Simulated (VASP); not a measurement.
Runs of VASP 6.6.1 on CaSe. All rows change the cell; the cell of one of them follows. Symmetry: I4/mmm, No. 139, tetragonal system. Conventional cell: a = 4.368 Å, b = 4.368 Å, c = 5.935 Å, α = 90.00°, β = 90.00°, γ = 90.00°. Ca (site symmetry 4/mmm) has 6 Se at 2.97 to 3.09 Å as nearest neighbours. Around Se (site symmetry 4/mmm) lie 6 Ca at 2.97 to 3.09 Å. The cell was built by a generator and needn't be a form met in nature.

```csv
level,cell,smearing,gap on the mesh (eV),pressure (GPa)
PBE,biaxial_xy strain +4.1%,fermi-dirac 0.02 eV,2.20,-2.6
PBE,epitaxial_111 strain +4.2%,fermi-dirac 0.02 eV,(a),-1.7
PBE,shear_111 strain -4.6%,fermi-dirac 0.02 eV,(b),3.3
r2SCAN,shear_111 strain -4.6%,gaussian 0.01 eV,2.21,2.9
```

Alike in all rows: task single point; potentials or basis VASP PAW PBE potentials, release 64 (Ca_sv, Se); no spin polarisation; k mesh 8 × 8 × 8; cutoff (eV) 520.

Q: Estimate the missing entries.

A: (a) 1.90; (b) 1.75.

Caveats: the PAW data sets were made with another functional, which shifts forces and pressure a little (some runs).

A k mesh can miss the band edges, and the runs leave out spin-orbit coupling on Se.
